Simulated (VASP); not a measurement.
# Au (P6_3/mmc) in VASP: a series of runs

Runs on Au. Level: PBE. Tasks: relaxation of cell and atoms.

Program: VASP 6.6.1. These are calculated values, not measurements. Logs are shortened: lines on timing, memory, paths and dates and some standing lists are left out, and cuts for length are marked.

### 1 Starting point

The structure is hexagonal, space group P6_3/mmc (No. 194). The conventional cell has a = 2.900 Å, b = 2.900 Å, c = 4.880 Å, α = 90.00°, β = 90.00°, γ = 120.00°. Au (site symmetry -6m2) is surrounded by 12 Au at 2.90 to 2.96 Å.

This isn't the form of Au at room conditions, which is fcc.

### 2 Relaxation of cell and atoms, PBE

File INCAR:

```
SYSTEM = Au
PREC = Accurate ; ENCUT = 520
EDIFF = 1E-6 ; ISMEAR = 0
SIGMA = 0.1 ; LREAL = .False.
LASPH = .True. ; NELM = 120
ALGO = Normal ; ISIF = 3
LWAVE = .False. ; LCHARG = .False.
GGA = PE ; IBRION = 2
NSW = 90 ; EDIFFG = -0.01
```

File KPOINTS:

```
Automatic mesh
0
Gamma
  17 17 9
  0 0 0
```

File POSCAR:

```
Au
1.0
    2.9000000000      0.0000000000      0.0000000000
   -1.4500000000      2.5114736700      0.0000000000
    0.0000000000      0.0000000000      4.8800000000
Au
2
Direct
    0.3333333300      0.6666666700      0.7500000000
    0.6666666700      0.3333333300      0.2500000000
```

Potentials or basis: VASP PAW PBE potentials, release 64 (Au).

On the command line:

```console
cat potpaw_PBE.64/Au/POTCAR > POTCAR
mpirun -np 1 vasp_std > vasp.out
```

OUTCAR:

```text
SYSTEM = Au
   PREC = Accurate
   ENCUT = 520
   EDIFF = 1E-6
   ISMEAR = 0
   LREAL = .False.
   LASPH = .True.
   NELM = 120
   ISIF = 3
   GGA = PE
   IBRION = 2
   NSW = 90
   EDIFFG = -0.01

 ion  position               nearest neighbor table
   1  0.333  0.667  0.750-   2 2.96   2 2.96   2 2.96   2 2.96   2 2.96   2 2.96
   2  0.667  0.333  0.250-   1 2.96   1 2.96   1 2.96   1 2.96   1 2.96   1 2.96

  LATTYP: Found a hexagonal cell.
 ALAT       =     2.9000000000
 C/A-ratio  =     1.6827586207

  Lattice vectors:

 A1 = (   2.9000000000,   0.0000000000,   0.0000000000)
 A2 = (  -1.4500000000,   2.5114736700,   0.0000000000)
 A3 = (   0.0000000000,   0.0000000000,   4.8800000000)

Analysis of symmetry for initial positions (statically):
=====================================================================
 Subroutine PRICEL returns:
 Original cell was already a primitive cell.

 Routine SETGRP: Setting up the symmetry group for a
 hexagonal supercell.

 Subroutine GETGRP returns: Found 24 space group operations
 (whereof 12 operations were pure point group operations)
 out of a pool of 24 trial point group operations.

The static configuration has the point symmetry D_3d.
 The point group associated with its full space group is D_6h.

Analysis of symmetry for dynamics (positions and initial velocities):
=====================================================================
 Subroutine PRICEL returns:
 Original cell was already a primitive cell.

 Routine SETGRP: Setting up the symmetry group for a
 hexagonal supercell.

 Subroutine GETGRP returns: Found 24 space group operations
 (whereof 12 operations were pure point group operations)
 out of a pool of 24 trial point group operations.

The dynamic configuration has the point symmetry D_3d.
 The point group associated with its full space group is D_6h.

 Subroutine INISYM returns: Found 24 space group operations
 (whereof 12 operations are pure point group operations),
 and found     1 'primitive' translations

----------------------------------------------------------------------------------------

                                     Primitive cell

  volume of cell :      35.5424

  direct lattice vectors                    reciprocal lattice vectors
     2.900000000  0.000000000  0.000000000     0.344827586  0.199086300  0.000000000
    -1.450000000  2.511473670  0.000000000     0.000000000  0.398172600  0.000000000
     0.000000000  0.000000000  4.880000000     0.000000000  0.000000000  0.204918033

  length of vectors
     2.900000000  2.899999999  4.880000000     0.398172599  0.398172600  0.204918033

  position of ions in fractional coordinates (direct lattice)
     0.333333330  0.666666670  0.750000000
     0.666666670  0.333333330  0.250000000

  ion indices of the primitive-cell ions
   primitive index   ion index
                 1           1
                 2           2

----------------------------------------------------------------------------------------

 KPOINTS: Automatic mesh

Automatic generation of k-mesh.
 Grid dimensions read from file:
 generate k-points for:   17   17    9

 Generating k-lattice:

  Cartesian coordinates                     Fractional coordinates (reciprocal lattice)
     0.020283976  0.011710959  0.000000000     0.058823529  0.000000000  0.000000000
     0.000000000  0.023421918  0.000000000     0.000000000  0.058823529  0.000000000
     0.000000000  0.000000000  0.022768670     0.000000000  0.000000000  0.111111111

  Length of vectors
     0.023421918  0.023421918  0.022768670

  Shift w.r.t. Gamma in fractional coordinates (k-lattice)
     0.000000000  0.000000000  0.000000000

 Subroutine IBZKPT returns following result:
 ===========================================

 Found    165 irreducible k-points:

 Following reciprocal coordinates:
            Coordinates               Weight
  0.000000  0.000000  0.000000      1.000000
  0.058824 -0.000000  0.000000      6.000000
  0.117647 -0.000000  0.000000      6.000000
  0.176471 -0.000000  0.000000      6.000000
  0.235294 -0.000000  0.000000      6.000000
  0.294118 -0.000000  0.000000      6.000000
[... 16 lines left out ...]
  0.411765  0.117647  0.000000     12.000000
  0.176471  0.176471  0.000000      6.000000
 [... further k-points ...]
   k-points           NKPTS =    165   k-points in BZ     NKDIM =    165   number of bands    NBANDS=     15
   number of dos      NEDOS =    301   number of ions     NIONS =      2
   total plane-waves  NPLWV =  20736
   dimension x,y,z NGX =    24 NGY =   24 NGZ =   36
   dimension x,y,z NGXF=    48 NGYF=   48 NGZF=   72
   ions per type =               2
   NGX,Y,Z   is equivalent  to a cutoff of  13.76, 13.76, 12.26 a.u.
   NGXF,Y,Z  is equivalent  to a cutoff of  27.52, 27.52, 24.53 a.u.
 SYSTEM =  Au
   PREC   = accura    normal or accurate (medium, high low for compatibility)
   ISTART =      0    job   : 0-new  1-cont  2-samecut
   ICHARG =      2    charge: 1-file 2-atom 10-const
   ISPIN  =      1    spin polarized calculation?
   LNONCOLLINEAR =      F non collinear calculations
   LSORBIT =      F    spin-orbit coupling
   LASPH  =      T    aspherical Exc in radial PAW
   ENCUT  =  520.0 eV  38.22 Ry    6.18 a.u.   5.39  5.39  9.07*2*pi/ulx,y,z
   NELM   =    120;   NELMIN=  2; NELMDL= -5     # of ELM steps
   EDIFF  = 0.1E-05   stopping-criterion for ELM
   LREAL  =      F    real-space projection
   EDIFFG = -.1E-01   stopping-criterion for IOM
   NSW    =     90    number of steps for IOM
   IBRION =      2    ionic relax: 0-MD 1-quasi-New 2-CG
   NFREE  =      1    steps in history (QN), initial steepest desc. (CG)
   ISIF   =      3    stress and relaxation
   ISYM   =      2    0-nonsym 1-usesym 2-fastsym
   POTIM  = 0.5000    time-step for ionic-motion
   TEBEG  =    0.0;   TEEND  =   0.0 temperature during run
   PSTRESS=    0.0 pullay stress
   NELECT =      22.0000    total number of electrons
   NUPDOWN=      -1.0000    fix difference up-down
   EMIN   =  10.00;   EMAX   =-10.00  energy-range for DOS
   EFERMI =   0.00;   METHOD = LEGACY
   ISMEAR =     0;   SIGMA  =   0.10  broadening in eV -4-tet -1-fermi 0-gaus
   EFERMI_NEDOS =   21; number of points for ismear=-14 and -15
   IALGO  =     38    algorithm
   IMIX   =      4    mixing-type and parameters
     AMIX     =   0.40;   BMIX     =  1.00
     AMIX_MAG =   1.60;   BMIX_MAG =  1.00
  volume/ion in A,a.u.               =      17.77       119.93
  Fermi-wavevector in a.u.,A,eV,Ry     =   1.395191  2.636528 26.484517  1.946557
  Thomas-Fermi vector in A             =   2.518667
   LORBIT       =      0    0 simple, 1 ext, 2 COOP (PROOUT), +10 PAW based schemes
   GGA     = PE    functional components
   LHFCALC =     F    Hartree Fock is set to
   AEXX    =    0.0000 exact exchange contribution
   IVDW    =     0    specifies the selected vdW correction
   LEPSILON=     F    determine dielectric tensor
   LRPA    =     F    only Hartree local field effects (RPA)
 conjugate gradient relaxation of ions
 non-spin polarized calculation
 Gauss-broadening in eV      SIGMA  =   0.10
  energy-cutoff  :      520.00
  volume of cell :       35.54
 maximum number of plane-waves:       984
 NGX is ok and might be reduce to    24
   NGX = 11   NGY = 11   NGZ = 19

--------------------------------------- Ionic step        1  -------------------------------------------

 number of electron      22.0000001 magnetization

 Free energy of the ion-electron system (eV)
  ---------------------------------------------------
  ext. energy  EPLUGINS =         0.00000000
  ---------------------------------------------------
  free energy    TOTEN  =        -6.43451226 eV

  energy without entropy =       -6.43138469  energy(sigma->0) =       -6.43294847

------------------------ aborting loop because EDIFF is reached ----------------------------------------

  FORCE on cell =-STRESS in cart. coord.  units (eV):
  Direction    XX          YY          ZZ          XY          YZ          ZX
  --------------------------------------------------------------------------------------
  -------------------------------------------------------------------------------------
  Total        0.3264798      0.3264798      0.3475426      0.0000000     -0.0000000      0.0000000
  in kB       14.7170398     14.7170398     15.6665068      0.0000000     -0.0000000      0.0000000
  external PRESSURE =      15.0335288 kB  Pullay stress =       0.0000000 kB

 VOLUME and BASIS-vectors are now :
 -----------------------------------------------------------------------------
  energy-cutoff  :      520.00
  volume of cell :       35.54
      direct lattice vectors                 reciprocal lattice vectors
     2.900000000  0.000000000  0.000000000     0.344827586  0.199086300  0.000000000
    -1.450000000  2.511473670  0.000000000     0.000000000  0.398172600  0.000000000
     0.000000000  0.000000000  4.880000000     0.000000000  0.000000000  0.204918033
[... 109 lines left out ...]
 POSITION                                       TOTAL-FORCE (eV/Angst)
 -----------------------------------------------------------------------------------
     -0.00000      1.68015      3.67359         0.000000      0.000000      0.000000
      1.45506      0.84008      1.22453        -0.000000     -0.000000      0.000000
 -----------------------------------------------------------------------------------
    total drift:                               -0.000002      0.000001     -0.000000

  FREE ENERGIE OF THE ION-ELECTRON SYSTEM (eV)
  ---------------------------------------------------
  free  energy   TOTEN  =        -6.4362366599 eV

  energy  without entropy=       -6.4330702449  energy(sigma->0) =       -6.43465345

--------------------------------------- Ionic step        5  -------------------------------------------

 number of electron      21.9999999 magnetization

 Free energy of the ion-electron system (eV)
  ---------------------------------------------------
  ext. energy  EPLUGINS =         0.00000000
  ---------------------------------------------------
  free energy    TOTEN  =        -6.43626356 eV

  energy without entropy =       -6.43314571  energy(sigma->0) =       -6.43470464

 E-fermi :   8.5490     XC(G=0): -12.4024

 val. band max:        8.5411362990   @ k =   0.2941   0.0588   0.3333
 cond. band min:       8.5893543167   @ k =   0.4706  -0.0000   0.0000
 fundamental gap:      0.0482180177
 Fermi energy:         8.5489742129

 k-point     1 :       0.0000    0.0000    0.0000
  band No.  band energies     occupation
      1      -0.6926      2.00000
      2       1.6753      2.00000
      3       4.0193      2.00000
      4       4.2927      2.00000
      5       4.2927      2.00000
      6       4.5718      2.00000
      7       4.5718      2.00000
      8       5.2337      2.00000
      9       5.2337      2.00000
     10       6.4658      2.00000
     11       6.4658      2.00000
     12       7.7020      2.00000
     13      11.0033      0.00000
     14      23.2450      0.00000
     15      24.2252      0.00000
[... 397 lines left out ...]
 k-point    24 :       0.1765    0.1765    0.0000
  band No.  band energies     occupation
      1       1.7053      2.00000
      2       3.0855      2.00000
      3       3.3659      2.00000
      4       3.4526      2.00000
      5       4.2340      2.00000
      6       4.2777      2.00000
      7       4.9987      2.00000
      8       5.0405      2.00000
      9       6.0326      2.00000
     10       6.4820      2.00000
     11       6.5141      2.00000
     12      11.5287      0.00000
     13      12.9798      0.00000
     14      17.2963      0.00000
     15      18.1474      0.00000

 [... further k-points ...]

------------------------ aborting loop because EDIFF is reached ----------------------------------------

  FORCE on cell =-STRESS in cart. coord.  units (eV):
  Direction    XX          YY          ZZ          XY          YZ          ZX
  --------------------------------------------------------------------------------------
  -------------------------------------------------------------------------------------
  Total       -0.0162310     -0.0162310      0.0141275      0.0000000     -0.0000000      0.0000000
  in kB       -0.7238500     -0.7238500      0.6300388      0.0000000     -0.0000000      0.0000000
  external PRESSURE =      -0.2725537 kB  Pullay stress =       0.0000000 kB

 VOLUME and BASIS-vectors are now :
 -----------------------------------------------------------------------------
  energy-cutoff  :      520.00
  volume of cell :       35.93
      direct lattice vectors                 reciprocal lattice vectors
     2.909132412  0.000000000 -0.000000000     0.343745096  0.198461324  0.000000000
    -1.454566206  2.519382571  0.000000000    -0.000000000  0.396922647  0.000000000
     0.000000000 -0.000000000  4.901736869     0.000000000 -0.000000000  0.204009319

 POSITION                                       TOTAL-FORCE (eV/Angst)
 -----------------------------------------------------------------------------------
     -0.00000      1.67959      3.67630         0.000000     -0.000000      0.000000
      1.45457      0.83979      1.22543        -0.000000      0.000000     -0.000000
 -----------------------------------------------------------------------------------
    total drift:                               -0.000002      0.000001     -0.000000

  FREE ENERGIE OF THE ION-ELECTRON SYSTEM (eV)
  ---------------------------------------------------
  free  energy   TOTEN  =        -6.4362635626 eV

  energy  without entropy=       -6.4331457106  energy(sigma->0) =       -6.43470464

 reached required accuracy - stopping structural energy minimisation
```

Run time: 3 min. Hardware: 1 thread of Intel Xeon Platinum 8488C (Sapphire Rapids), shared host; peak memory 0.21 GiB.

What came out:

```
Free energy                            : -6.4363 eV
Relaxed volume                         : 17.96 Å³/atom
Relaxed cell                           : a = 2.909 Å, b = 2.909 Å, c = 4.902 Å, α = 90.00°, β = 90.00°, γ = 120.00°
Space group after relaxing (to 0.05 Å) : P6_3/mmc (No. 194)
Energy gained by relaxing              : 0.9 meV/atom
Ionic steps                            : 5
Pressure after relaxing                : 0.0 GPa
Band gap on the k mesh                 : none (metal or under the smearing width)
```

The path:
```
step  energy change (eV)  largest force (eV/Å)  pressure (GPa)  volume (Å³)
   1              0.0000                0.0000            1.50        35.54
   2              0.0011                0.0000           -1.82        36.41
   3             -0.0017                0.0000            0.00        35.92
   4             -0.0017                0.0000           -0.02        35.92
   5             -0.0018                0.0000           -0.03        35.93
```

Final structure:
```cif
data_structure
_symmetry_space_group_name_H-M 'P 1'
_symmetry_Int_Tables_number 1
_cell_length_a 2.9091
_cell_length_b 2.9091
_cell_length_c 4.9017
_cell_angle_alpha 90.000
_cell_angle_beta 90.000
_cell_angle_gamma 120.000
_cell_volume 35.93
loop_
_atom_site_label
_atom_site_type_symbol
_atom_site_fract_x
_atom_site_fract_y
_atom_site_fract_z
_atom_site_occupancy
Au1 Au 0.33333 0.66667 0.75000 1
Au2 Au 0.66667 0.33333 0.25000 1
```

Levels at points of the mesh, in eV from the Fermi level:
| k point | band 7 | band 8 | band 9 | band 10 | band 11 | band 12 | band 13 | band 14 | band 15 |
| --- | --- | --- | --- | --- | --- | --- | --- | --- | --- |
| (0.00, 0.00, 0.00) | -3.98 | -3.32 | -3.32 | -2.08 | -2.08 | -0.85 | 2.45 | 14.70 | 15.68 |

### 3 Relaxation of cell and atoms, PBE

This run uses another cell than the first one, of 17.96 Å³/atom, 1.011 times its volume.

File INCAR:

```
SYSTEM = Au
PREC = Accurate ; ENCUT = 520
EDIFF = 1E-7 ; ISMEAR = 0
SIGMA = 0.1 ; LREAL = .False.
LASPH = .True. ; NELM = 120
ALGO = Normal ; ISIF = 3
LWAVE = .False. ; LCHARG = .False.
GGA = PE ; IBRION = 2
NSW = 60 ; EDIFFG = -0.005
POTIM = 0.3
```

KPOINTS is that of step 2.

File POSCAR:

```
Au                                      
1.0
    2.9091324124      0.0000000000     -0.0000000000
   -1.4545662062      2.5193825712      0.0000000000
    0.0000000000     -0.0000000000      4.9017368689
  Au            
     2
Direct
     0.3333333300000021    0.6666666699999979    0.7500000000000000
     0.6666666699999979    0.3333333300000021    0.2500000000000000
```

Potentials or basis: VASP PAW PBE potentials, release 64 (Au).

On the command line:

```console
cat potpaw_PBE.64/Au/POTCAR > POTCAR
mpirun -np 1 vasp_std > vasp.out
```

Run time: 2.8 min. Hardware: 1 thread of Intel Xeon Platinum 8488C (Sapphire Rapids), shared host; peak memory 0.21 GiB.

It converged, with:

* Free energy: -6.4366 eV
* Relaxed volume: 17.96 Å³/atom
* Relaxed cell: a = 2.908 Å, b = 2.908 Å, c = 4.905 Å, α = 90.00°, β = 90.00°, γ = 120.00°
* Space group after relaxing (to 0.05 Å): P6_3/mmc (No. 194)
* Energy gained by relaxing: 0.0 meV/atom
* Ionic steps: 5
* Pressure after relaxing: 0.0 GPa
* Band gap on the k mesh: none (metal or under the smearing width)

Final structure:
```
Au
1.0
     2.90766    0.00000    0.00000
    -1.45383    2.51810    0.00000
     0.00000    0.00000    4.90497
Au
2
Direct
  0.33333 0.66667 0.75000
  0.66667 0.33333 0.25000
```

Levels at points of the mesh, in eV from the Fermi level:
| k point | band 8 | band 9 | band 10 | band 11 | band 12 | band 13 | band 14 | band 15 |
| --- | --- | --- | --- | --- | --- | --- | --- | --- |
| (0.00, 0.00, 0.00) | -3.31 | -3.31 | -2.08 | -2.08 | -0.86 | 2.44 | 14.70 | 15.66 |

Spin-orbit coupling is left out, which matters for the levels of Au.
